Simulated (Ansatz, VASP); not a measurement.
**Two plane-wave programs on C**

```
C
1.0
     2.46922    0.00000    0.00000
    -1.23461    2.13257    0.00000
     0.00000    0.00000   26.00000
C
2
Direct
  0.08365 0.16729 0.50000
  0.41635 0.83271 0.50000
```

Alike in both runs: functional PBE; dispersion D3(BJ); k mesh 12 × 12 × 1; occupations gaussian, width 0.02 eV; no spin polarisation.

Ansatz relaxed the structure, and its values are those at the end. VASP's run is a single point on that final structure, the one shown.

|  | VASP | Ansatz |
| --- | --- | --- |
| version | VASP 6.6.1 | Ansatz 0.2.0 |
| potentials or method | VASP PAW PBE potentials, release 64 (C) | scalar-relativistic, plane waves, PAW |
| plane-wave cutoff (eV) | 520 | 420 |
| valence electrons in the cell | 8 | 8 |

```tsv
	VASP	Ansatz	Ansatz less VASP
gap on the k mesh at the Fermi level (eV)	0.07	0.07	0.000
least direct gap on the mesh (eV)	0.07	0.07	0.000
```

With one functional, cell and mesh, what is left measures potentials, basis and numerics.
